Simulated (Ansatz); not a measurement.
Crystal: SiC (Moissanite).

```
CELL_PARAMETERS angstrom
3.07600 0.00000 0.00000
-1.53800 2.66389 0.00000
0.00000 0.00000 5.04800
ATOMIC_POSITIONS crystal
Si 0.66667 0.33333 0.50000
Si 0.33333 0.66667 0.00000
C 0.66667 0.33333 0.88500
C 0.33333 0.66667 0.38500
```

- Program: Ansatz 0.2.0
- Task: relaxation of cell and atoms
- Functional: HSE06
- Potentials or basis: Ansatz PAW
- Cutoff: 420 eV (not typed: the program's choice for these potentials)
- k mesh: 5 × 5 × 3
- Occupations: fermi-dirac, width 0.05 eV
- Spin: no spin polarisation

At the start: volume 10.34 Å³/atom.

Question: How do energy, volume and symmetry change on relaxing?

Answer: It ends after 5 steps and the volume is 10.29 Å³/atom (-0.5 %); space group P6_3mc (No. 186, to 0.05 Å).

Step by step:
| step | energy change (eV) | largest force (eV/Å) | volume (Å³) |
| --- | --- | --- | --- |
| 1 | 0.0000 | 0.7605 | 41.36 |
| 2 | -0.0218 | 0.4301 | 41.24 |
| 3 | -0.0365 | 0.0101 | 41.13 |
| 4 | -0.0365 | 0.0004 | 41.15 |
| 5 | -0.0362 | 0.0004 | 41.15 |

Final structure:
```cif
data_structure
_symmetry_space_group_name_H-M 'P 1'
_symmetry_Int_Tables_number 1
_cell_length_a 3.0719
_cell_length_b 3.0719
_cell_length_c 5.0349
_cell_angle_alpha 90.000
_cell_angle_beta 90.000
_cell_angle_gamma 120.000
_cell_volume 41.15
loop_
_atom_site_label
_atom_site_type_symbol
_atom_site_fract_x
_atom_site_fract_y
_atom_site_fract_z
_atom_site_occupancy
Si1 Si 0.66667 0.33333 0.50438 1
Si2 Si 0.33333 0.66667 0.00438 1
C1 C 0.66667 0.33333 0.88062 1
C2 C 0.33333 0.66667 0.38062 1
```

Caveat: the k mesh is coarse (spacing up to 0.47 Å⁻¹), so the values aren't converged, least of all with exact exchange; the plane-wave basis is chosen anew once the cell has moved, so the energies of steps on either side of that aren't comparable; the PAW data sets come from PBE, with cores solved anew for the run's functional, which leaves a small shift of forces and pressure.
